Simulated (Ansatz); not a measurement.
# CuH3: rattling a relaxed structure

The cell was found from a structure generator's guess, not taken from experiment.

Level of theory: DFT PBE, scalar-relativistic, plane waves, PAW in Ansatz 0.2.0. Plane waves to 420 eV, a k mesh through Γ of 14×14×14 on the computed 4-atom cell and Gaussian smearing (0.10 eV); no spin polarisation.

The cell below (4 atoms, space group Pm-3m (No. 221)) is relaxed within its symmetry.

```
Cu H
1.0
     3.22165    0.00000    0.00000
     0.00000    3.22165    0.00000
     0.00000    0.00000    3.22165
Cu H
1 3
Direct
  0.50000 0.50000 0.50000
  0.50000 0.50000 0.00000
  0.50000 0.00000 0.50000
  0.00000 0.50000 0.50000
```

For the test a repeat of it with 8 atoms (edges 3.22, 3.22, 6.44 Å) was strained at random (σ = 1.5 % a component), the atoms were moved at random (σ = 0.10 Å), and all was relaxed again on a coarse 6×6×4 mesh (in the run’s order of axes) with 0.20 eV smearing, with no symmetry imposed.

Problem. Does it come back?

Solution. It returns, within 1 meV/atom of the unmoved cell on that mesh and with the same symmetry when read at 0.1 Å (P2_1 at 0.01 Å, so small strains and shifts remain). So it is stable against the distortions that fit this cell and that this random move excites. Modes that don't fit the cell aren't tested.
